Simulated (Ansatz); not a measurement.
# RuS2 (CdI2 type): response to moved atoms and strain

Aim: move atoms of RuS2 (CdI2 type) or strain its cell, and read the forces, the stress and the rise in energy. The start comes from a prototype table, not from a measured structure.

Computed with Ansatz 0.2.0 (DFT PBEsol, scalar-relativistic, plane waves, PAW, unless a step's input says otherwise).

## 1. The structure to begin with

Symmetry: P-3m1, No. 164, trigonal system. The conventional cell has a = 3.371 Å, b = 3.371 Å, c = 4.887 Å, α = 90.00°, β = 90.00°, γ = 120.00°. Around Ru (site symmetry -3m) lie 6 S at 2.35 Å. S (site symmetry 3m) has 3 Ru at 2.35 Å as nearest neighbours.

As a file:

```
Ru S
1.0
     3.37085    0.00000    0.00000
    -1.68543    2.91924    0.00000
     0.00000    0.00000    4.88715
Ru S
1 2
Direct
  0.00000 0.00000 0.00000
  0.33333 0.66667 0.26955
  0.66667 0.33333 0.73045
```

An earlier run at PBEsol left this cell at 16.030 Å³/atom and 0.02 GPa (10×10×6 mesh).

The changes: atom 1 (Ru) moved 0.2 Å along z; strain e4 = +0.03, atoms carried along.

## 2. Atom 1 (Ru) moved 0.2 Å along z

Contents of input.yaml:

```yaml
crystal:
  lattice:
    - [3.3708525769, 0.0, 0.0]
    - [-1.6854262884, 2.919243964, 0.0]
    - [0.0, 0.0, 4.8871536491]
  atoms:
    - { symbol: Ru, position: [0.0, 0.0, 0.0409236161], spin: 0.29 }
    - { symbol: S, position: [0.3333333333, 0.6666666667, 0.269547681] }
    - { symbol: S, position: [0.6666666667, 0.3333333333, 0.730452319] }
basis:
  ecutwfc: 420
  ecutrho_ratio: 4
kpoints:
  mp_grid: { grid: [10, 10, 6] }
hamiltonian:
  xc: pbesol
scf:
  occupations: { method: gaussian, width: 0.05 }
  lower_state_search: "off"
output:
  forces: true
  stress: true
  eigenvalues: true
  populations: true
  write_density: true
  write_potential: true
  elf: true
  volumetric_format: npy
magnetization:
  spin_polarized: true
checkpoint:
  read: start.run
  write: ck
  compress: false
  write_wavefunctions: false
  write_every: 100000
```

start.run holds the converged state of the cell before the atoms were moved.

Run with:

```console
$ ansatz run input.yaml --threads 4 --pin off --max-ram 4096MiB --backend cpu --events-out ev --progress --plain --runs-dir out
```

The log of the run (excerpt; [...] marks lines left out):

```text
Warning: checkpoint.read: the run can stay near the saved state's solution: 1 site(s) moved relative to the saved geometry (max |Δs| = 4.092e-2 fractional); the SCF starts from the saved state under `checkpoint.density_extrapolation: transplant`, in force with no word given. A run without [...]
Warning: RAYON_NUM_THREADS=4 ignored (pool sized by the plan → 4); use --threads N
[...]
Pseudopotentials: kind: paw
Pseudopotential: Ru, paw, valence charge 16, recommended cutoff 420 eV (normal), Ru.paw.azcp
Pseudopotential: S, paw, valence charge 6, recommended cutoff 420 eV (normal), S.paw.azcp
Functional definition: PBEsol
[...]
Crystal: 3 atoms, lattice volume = 48.091 Å³
Basis set: ecut = 420 eV, 917 PW (Γ), exchange–correlation on 48×48×72 points (8 copies of the dense FFT grid, shifted against one another)
Bands: 19, of which v1, the nominal top of the filled ones, is band 14 counted from 1 (13 counted from 0)
Symmetry: 6 space group operations
Space group: P3m1 (ITA 156), of the structure as read, at distance tolerance 3.6e-5 Å
Magnetic group: BNS 156.49 (UNI 1279), of the structure as read, at distance tolerance 3.6e-5 Å
k-points: 72 of 600 (time reversal used)
[...]
Starting moments: Σ|m| = 0.29 μB on 1 of 3 sites; this step starts from the density that it was given
[...]
SCF iter   1: F=—  HF=-7586.910601 eV  |F-HF|=—  |Δ(HF+E_count)|=         —  Δρ=2.12e-2 (↑2.12e-2 ↓1.73e-2)  dr2=1.34e-1  dr2_m=1.03e-2  M=0.274 μB ∫|m|=0.280 μB  β_m=0.30  ethr=4.78e-4  ⟨swp⟩=1.0  Hψ=17284  notcnv=0
[...]
SCF iter  17: F=-7586.908230 eV  HF=-7586.908230 eV  |F-HF|=1.73e-11  |Δ(HF+E_count)|=  8.19e-11  Δρ=1.41e-7 (↑1.41e-7 ↓1.26e-7)  dr2=2.35e-11  dr2_m=5.92e-12  M=0.000 μB ∫|m|=0.000 μB  ethr=1.00e-12  ⟨swp⟩=4.0  Hψ=12443  notcnv=0
WARN: the starting moments were not kept: the SCF closed with an absolute magnetisation of 3.9e-6 μB, where they sum to 0.29 μB in size (1 site). That is at most 0.1 of that sum. Measured as dr2_m measures the in/out step, that magnetisation stands 3.7e-12 eV from none, at or under the [...]
SCF converged after 17 iterations
Magnetization: 0.0000 μB (14.0000 up, 14.0000 down)
Absolute magnetization: 0.0000 μB (∫|ρ↑−ρ↓|, with the PAW one-centre terms)
Spin contamination: 0.0000 ħ² per cell (⟨S²⟩ above its minimum at these occupations)
Per-site moments (μB) at R_I (Å): [(2.0449115824937897e-6, 0.9256885193408869), (3.5310633358481654e-7, 0.9256885193408869), (-6.857663460744533e-7, 1.017948695465662)]
Free energy (F): -7586.908230 eV
[...]
E sigma→0 (E₀):  -7586.906064 eV
Entropy (-TS):   -0.004331 eV (-1.444 meV/atom)
Fermi energy:    11.969910 eV
[...]
--- Forces (eV/Å), atoms counted from 1 ---
  atom   1  Ru     0.00000000    -0.00000000    -1.50241236
  atom   2  S      0.00000000     0.00000000     0.63957878
  atom   3  S      0.00000000     0.00000000     0.86283381
[...]
--- Stress (GPa, compression-positive) ---
        2.179834      -0.000000      -0.000000
       -0.000000       2.179834       0.000000
        0.000000       0.000000      -0.136394
  P = ⅓ Tr σ = 1.4078 GPa (14.078 kbar)
--- Band table (eV; the first three rows and the last of 144) ---
  k-point 0 ↑: bands = ["-60.5820", "-30.6582", "-30.6214", "-30.6214", "-3.2173", "-0.0963", "4.9909", "6.7454", "6.7454", "10.1705", "10.1705", "11.1536", "11.8449", "11.8449", "13.1516", "14.7887", "14.7887", "16.9496", "19.5587"]
[...]
--- Löwdin populations: 3 sites ---
  site symbol       q [e]    m [muB]
     0     Ru     15.7369     0.0000
     1      S      5.8987     0.0000
     2      S      6.1593    -0.0000
  spilling = 0.007327 (of n_electrons = 28.000000)
```

Wall time 15 s (4 threads of Arm Neoverse N1, shared host); peak memory 0.5 GiB.

Result: volume 16.030 Å³/atom, pressure 1.41 GPa, no gap, no moment left.

Forces on the atoms, as numbers:

| atom | x (eV/Å) | y (eV/Å) | z (eV/Å) |
| --- | --- | --- | --- |
| Ru1 | 0.000 | 0.000 | -1.502 |
| S2 | 0.000 | 0.000 | 0.640 |
| S3 | 0.000 | 0.000 | 0.863 |

Density in a lattice plane of the grid's cell (edges 3.37 and 4.89 Å, at 0.000 of the third edge), which holds Ru.

Ten even steps from ' ' (0.03 e/Å³) to '@' (10.03 e/Å³):
```
##**==::                  ::==**
----..                      ..--
..                              
                                
                                
                                
                                
                                
                                
                                
                                
                                
                                
                                
                                
::....                      ....
**++--..                  ..--++
@@%%++--..              ..--++%%
@@@@##==..              ..==##@@
@@@@**--..              ..--**@@
```
Columns run along the first of these edges and rows up along the second, over one cell in 16 and 20 even steps from the bottom left corner. Atoms in the plane (fractional): Ru at (0.00, 0.04).

ELF in the same plane.

Values, 12 rows by 8 columns:
```
0.71 0.54 0.22 0.28 0.35 0.28 0.22 0.54
0.34 0.23 0.31 0.58 0.65 0.58 0.31 0.23
0.16 0.20 0.46 0.71 0.74 0.71 0.46 0.20
0.08 0.13 0.40 0.67 0.74 0.67 0.40 0.13
0.03 0.05 0.18 0.41 0.50 0.41 0.18 0.05
0.02 0.03 0.07 0.15 0.20 0.15 0.07 0.03
0.08 0.09 0.19 0.35 0.42 0.35 0.19 0.09
0.21 0.22 0.41 0.63 0.67 0.63 0.41 0.22
0.36 0.25 0.38 0.66 0.70 0.66 0.37 0.25
0.71 0.52 0.26 0.48 0.58 0.48 0.26 0.52
0.37 0.64 0.42 0.26 0.30 0.26 0.42 0.65
0.34 0.65 0.42 0.18 0.17 0.18 0.42 0.65
```
Columns run along the first of these edges and rows up along the second, over one cell in 8 and 12 even steps from the bottom left corner. Atoms in the plane (fractional): Ru at (0.00, 0.04).

Both are smooth fields of the valence electrons: close to the nuclei they are not physical.

Maxima of ELF outside the ion cores: 0.92 beside S, off the lines to its neighbours, 0.8 Å from S; 0.87 on the S–Ru line, 0.8 Å from S.

ELF in the plane through atom 1 (Ru) and two of its nearest S neighbours, 7.2 Å on a side, that atom in the middle and its first bond to the right.

Ten even steps from '0' (0.04) to '9' (0.89):
```
5789863100111100025787641
2332222236788741048998863
1356663279879983159999974
1474464289403884138999873
1475574388304884014677631
2356653257889973000111000
1122111124665431113444200
1357764211333322378899731
3799887522676752598559961
5885258722651562696005872
5984259832676763587458861
4899888731343321367998631
1478875211233321123332221
0012210003788875213556523
0011100026887787415755733
2355531038862279514744743
3578762027985688523666633
3577763015899986311221111
2356642001356541013566532
```
Atoms in the plane (Å from the middle): Ru (-2.5, 2.2), S (-0.3, 2.2), Ru (0.0, 0.0), S (2.2, 0.0), Ru (2.5, -2.2).

## 3. Strain e4 = +0.03, atoms carried along

Contents of input.yaml:

```yaml
crystal:
  lattice:
    - [3.3708525769, 0.0, 0.0]
    - [-1.6854262884, 2.919243964, 0.0437886595]
    - [0.0, 0.0733073047, 4.8871536491]
  atoms:
    - { symbol: Ru, position: [0.0, 0.0, 0.0], spin: 0.29 }
    - { symbol: S, position: [0.3333333333, 0.6666666667, 0.269547681] }
    - { symbol: S, position: [0.6666666667, 0.3333333333, 0.730452319] }
basis:
  ecutwfc: 420
  ecutrho_ratio: 4
kpoints:
  mp_grid: { grid: [10, 10, 6] }
hamiltonian:
  xc: pbesol
scf:
  occupations: { method: gaussian, width: 0.05 }
output:
  forces: true
  stress: true
  eigenvalues: true
  populations: true
magnetization:
  spin_polarized: true
```

Run with:

```console
$ ansatz run input.yaml --threads 4 --pin off --max-ram 4096MiB --backend cpu --events-out ev --progress --plain --runs-dir out
```

The log of the run (excerpt; [...] marks lines left out):

```text
Warning: RAYON_NUM_THREADS=4 ignored (pool sized by the plan → 4); use --threads N
[...]
[... 4 set-up lines as earlier in the session ...]
[...]
Crystal: 3 atoms, lattice volume = 48.080 Å³
Basis set: ecut = 420 eV, 927 PW (Γ), exchange–correlation on 48×48×72 points (8 copies of the dense FFT grid, shifted against one another)
Bands: 19, of which v1, the nominal top of the filled ones, is band 14 counted from 1 (13 counted from 0)
Symmetry: 4 space group operations
Space group: C2/m (ITA 12), of the structure as read, at distance tolerance 3.6e-5 Å
Magnetic group: BNS 12.58 (UNI 65), of the structure as read, at distance tolerance 3.6e-5 Å
k-points: 172 of 600
[...]
Starting moments: Σ|m| = 0.29 μB on 1 of 3 sites
[...]
E sigma→0 (E₀):  -7587.047303 eV
Entropy (-TS):   -0.004617 eV (-1.539 meV/atom)
Fermi energy:    12.027513 eV
[...]
--- Forces (eV/Å), atoms counted from 1 ---
  atom   1  Ru    -0.00000000     0.00000000     0.00000000
  atom   2  S     -0.00000000    -0.24247604     0.01190650
  atom   3  S      0.00000000     0.24247604    -0.01190650
[...]
--- Stress (GPa, compression-positive) ---
        2.407667      -0.000000      -0.000000
       -0.000000      -1.978283      -3.159643
       -0.000000      -3.159643       0.209138
  P = ⅓ Tr σ = 0.2128 GPa (2.128 kbar)
--- Band table (eV; the first three rows and the last of 344) ---
  k-point 0 ↑: bands = ["-60.7194", "-30.8202", "-30.7378", "-30.7373", "-3.1821", "-0.1074", "4.9561", "6.8632", "6.9811", "10.0625", "10.1140", "11.2637", "11.6707", "11.6933", "12.7719", "14.5519", "14.6225", "16.9507", "19.5696"]
[...]
--- Löwdin populations: 3 sites ---
  site symbol       q [e]    m [muB]
     0     Ru     15.7075     0.3156
     1      S      6.0494     0.0503
     2      S      6.0494     0.0503
  spilling = 0.006921 (of n_electrons = 28.000000)
```

It took 13 s on 4 threads of Arm Neoverse N1, shared host; peak memory 0.58 GiB.

In short: volume 16.027 Å³/atom, pressure 0.21 GPa, no gap, moments in the atoms' spheres Ru 0.27 μB.

Forces on the atoms, as numbers:

| atom | x (eV/Å) | y (eV/Å) | z (eV/Å) |
| --- | --- | --- | --- |
| S2 | 0.000 | -0.242 | 0.012 |
| S3 | 0.000 | 0.242 | -0.012 |

## 4. Results

| change | change of free energy (meV/atom) | largest force (eV/Å) | largest change of stress (GPa) |
| --- | --- | --- | --- |
| atom 1 (Ru) moved 0.2 Å along z | 51.90 | 1.502 | 2.16 |
| strain e4 = +0.03, atoms carried along | 4.78 | 0.243 | 3.16 |

The run «atom 1 (Ru) moved 0.2 Å along z» ended in another electronic state than the base (smearing entropy or moments differ), so its energy and stress mix the distortion with that change. The strain e4 = +0.03 changes that stress component by -3.16 GPa (compression positive), a ratio of 105 GPa; that is a secant over a finite strain with the atoms carried along, not the elastic constant. No change lowers the energy by more than 0.5 meV/atom; other distortions weren't tried. No dispersion term is included, so distances between weakly bound layers or units are the least certain numbers.
